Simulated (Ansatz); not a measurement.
## ZrS₂: an elastic constant from a strain scan

The calculation used Ansatz, DFT PBE+D3(BJ), scalar-relativistic, plane waves, PAW. Cutoff 420 eV, Γ-centred 12×12×6 k-points, Gaussian smearing of 0.05 eV. No spin polarisation. Energies are free energies at this smearing, counted from the undisturbed cell; pressure is positive in compression.

Reference structure (relaxed at this level):

```
Zr S
1.0
     3.63502    0.00000    0.00000
    -1.81751    3.14802    0.00000
     0.00000    0.00000    5.72275
Zr S
1 2
Direct
  0.00000 0.00000 0.00000
  0.33333 0.66667 0.25525
  0.66667 0.33333 0.74475
```

The cell is strained by ε times the Voigt pattern (1, 1, 0, 0, 0, 0) (xx, yy, zz, yz, xz, xy; engineering shear) with fractional coordinates fixed. The cell holds 3 atoms in V0 = 65.49 Å³. The stress column is τ = (1/V0) dE/dε, got from the stress tensor σ (compression positive) at each point as −det(1 + εP) σ : P(1 + εP)⁻¹, with P the pattern as a tensor.

```csv
ε,ΔE (meV/atom),τ (GPa)
-0.1000,411.629,-66.940
-0.0750,218.914,-46.601
-0.0500,91.686,-28.535
-0.0250,21.534,-13.071
0.0000,0.000,0.066
0.0250,19.657,11.160
0.0500,74.024,20.486
0.0750,157.467,28.269
0.0875,208.532,31.646
0.1000,?,?
```

Task: Which combination of elastic constants does this scan measure, and how large is it?

Result: For small ε, τ = τ0 + Kε with K = pᵀCp, which for this pattern is C11 + C22 + 2 C12 in the Cartesian frame shown. The parabola through τ at ε = -0.0250, 0 and 0.0250 has slope K = 485 GPa at zero. The energies per cell, E = NΔE, of the same two points give K = 2[E(ε₊)/ε₊ − E(ε₋)/ε₋]/[(ε₊ − ε₋)V0] = 484 GPa, in agreement. These are clamped-ion values.

Task: Predict the withheld row at ε = 0.1000 from the harmonic law, and compare.

Result: ΔE = V0(τ0 ε + Kε²/2)/N = 331.027 meV/atom and τ = 48.53 GPa. The calculation gives 265.082 meV/atom and 34.71 GPa: the energy lies 20 % below the harmonic value, as bonds soften when stretched.

Forces appear on the atoms along this scan, and letting them relax would lower the energy and soften the response. The gap closes along the scan, which can put kinks into the curve.